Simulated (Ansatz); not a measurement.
# WS2 (Tungstenite): from bands to localised orbitals

Where do the localised orbitals of WS2 (Tungstenite) sit, how far are they spread, and how do the settings change that? Plan: PBE, anion s p, 6×6×6; PBE, anion s p, 4×4×4; PBE, anion s p, 8×8×8; PBE, anion p, 6×6×6; PBE, metal d and anion p, 6×6×6; PBE, metal d and anion p, disentangled, 6×6×6; PBE, metal d, 6×6×6; r2SCAN, anion s p, 6×6×6; r2SCAN, metal d, 6×6×6; r2SCAN, anion p, 6×6×6; HSE06, anion s p, 6×6×6 (level, trial orbitals, Wannier mesh).

Computed with Ansatz 0.2.0 (plane waves, PAW, unless a step's input says otherwise).

3 further runs of the same task are left out: 3 that didn't finish. Runs told in other sessions of the task aren't counted.

### Step 1. The system as given

Symmetry: R3m, No. 160, trigonal system. Conventional cell: a = 3.172 Å, b = 3.172 Å, c = 18.712 Å, α = 90.00°, β = 90.00°, γ = 120.00°. W (site symmetry 3m) has 6 S at 2.41 Å in its first shell of neighbours. S (site symmetry 3m) is surrounded by 3 W at 2.41 Å.

Coordinates:

```cif
data_structure
_symmetry_space_group_name_H-M 'R3m:H'
_symmetry_Int_Tables_number 160
_cell_length_a 3.1718
_cell_length_b 3.1718
_cell_length_c 18.7124
_cell_angle_alpha 90.000
_cell_angle_beta 90.000
_cell_angle_gamma 120.000
_cell_volume 163.03
loop_
_atom_site_label
_atom_site_type_symbol
_atom_site_symmetry_multiplicity
_atom_site_Wyckoff_symbol
_atom_site_fract_x
_atom_site_fract_y
_atom_site_fract_z
_atom_site_occupancy
W1 W 3 a 0.66667 0.33333 0.33267 1
S1 S 3 a 0.66667 0.33333 0.08278 1
S2 S 3 a 0.33333 0.66667 0.24919 1
```

Cell and atoms come from an earlier r2SCAN+rVV10 relaxation. No spin polarisation is used; should the compound be magnetic, its bands and low-energy spectrum would differ. No run includes spin-orbit coupling, which matters for W.

### Step 2. PBE, anion s p, 6×6×6

Contents of input.yaml:

```yaml
crystal:
  lattice:
    - [1.585886709, 0.9156121184, 6.2374759783]
    - [-1.585886709, 0.9156121184, 6.2374759783]
    - [0.0, -1.8312242367, 6.2374759783]
  atoms:
    - { symbol: W, position: [0.0006662242, 0.0006662242, 0.0006662242] }
    - { symbol: S, position: [0.2505579538, 0.2505579538, 0.2505579538] }
    - { symbol: S, position: [0.4174758221, 0.4174758221, 0.4174758221] }
kpoints:
  mp_grid: { grid: [8, 8, 8] }
  band_path:
    path:
      - [[0.0, 0.0, 0.0], [-0.5, -0.5, -0.5], [-0.5, -0.1810319445962, -0.8189680554038]]
      - [[-0.1810319445962, 0.1810319445962, -0.5], [-1.995716403406e-17, 5.072182888736e-17, -0.5], [0.0, 0.0, 0.0], [-1.793278105813e-16, 0.3405159722981, -0.3405159722981]]
      - [[-0.3405159722981, 1.283253327418e-16, -0.6594840277019], [-0.5, 3.92852878276e-17, -0.5], [0.0, 0.0, 0.0]]
    npoints: 10
hamiltonian:
  xc: pbe
scf:
  occupations: { method: fixed }
  n_extra_bands: 6
output:
  forces: false
  stress: false
  eigenvalues: true
  wannier:
    kmesh: [6, 6, 6]
    projections: [{ species: S, l: s, shell: 3 }, { species: S, l: p, shell: 3 }]
    minimise: true
    write_hr: true
    conv_tol: 1.0e-08
    max_iter: 3000
```

Run with:

```
> ansatz run input.yaml --threads 4 --pin off --max-ram 3686MiB --backend cpu --events-out ev --progress --plain --runs-dir out
```

The runs that follow: PBE, anion s p, 4×4×4; PBE, anion s p, 8×8×8; PBE, anion p, 6×6×6; PBE, metal d and anion p, 6×6×6; PBE, metal d and anion p, disentangled, 6×6×6; PBE, metal d, 6×6×6; r2SCAN, anion s p, 6×6×6; r2SCAN, metal d, 6×6×6; r2SCAN, anion p, 6×6×6; HSE06, anion s p, 6×6×6.

Before running them: what should the planned runs give, taken together? Wanted: total spread, PBE, anion s p, 6×6×6; total spread, PBE, anion s p, 4×4×4; total spread, PBE, anion s p, 8×8×8; total spread, PBE, anion p, 6×6×6; total spread, PBE, metal d and anion p, 6×6×6; total spread, PBE, metal d and anion p, disentangled, 6×6×6; total spread, PBE, metal d, 6×6×6; total spread, r2SCAN, anion s p, 6×6×6; total spread, r2SCAN, metal d, 6×6×6.

The runs gave:

```
                                                   quantity                                 value
                        total spread, PBE, anion s p, 6×6×6             13.12 Å² over 8 functions
                        total spread, PBE, anion s p, 4×4×4             11.71 Å² over 8 functions
                        total spread, PBE, anion s p, 8×8×8             13.82 Å² over 8 functions
                          total spread, PBE, anion p, 6×6×6             13.44 Å² over 6 functions
              total spread, PBE, metal d and anion p, 6×6×6            21.53 Å² over 11 functions
total spread, PBE, metal d and anion p, disentangled, 6×6×6            18.88 Å² over 11 functions
                          total spread, PBE, metal d, 6×6×6             16.86 Å² over 5 functions
                     total spread, r2SCAN, anion s p, 6×6×6             14.61 Å² over 8 functions
                       total spread, r2SCAN, metal d, 6×6×6             16.59 Å² over 5 functions
                       total spread, r2SCAN, anion p, 6×6×6             15.29 Å² over 6 functions
                      total spread, HSE06, anion s p, 6×6×6             14.08 Å² over 8 functions
                                   centres of the first set  0.37 to 0.65 Å from the nearest atom
```

In words: With PBE, anion s p, 6×6×6 the 8 functions move off the atoms, with a mean spread of 1.64 Å²; 85 % of the total is gauge invariant. The total spread goes from 11.71 Å² on 4×4×4 to 13.82 Å² on 8×8×8: finite differences in k understate it on coarse meshes, while the largest miss of a band stays at 1.09 eV. On one set and mesh the functional gives 13.12 (PBE), 14.61 (r2SCAN), 14.08 (HSE06) Å². The disentangled models miss some band by up to 0.6 eV, which may lie outside their frozen windows.
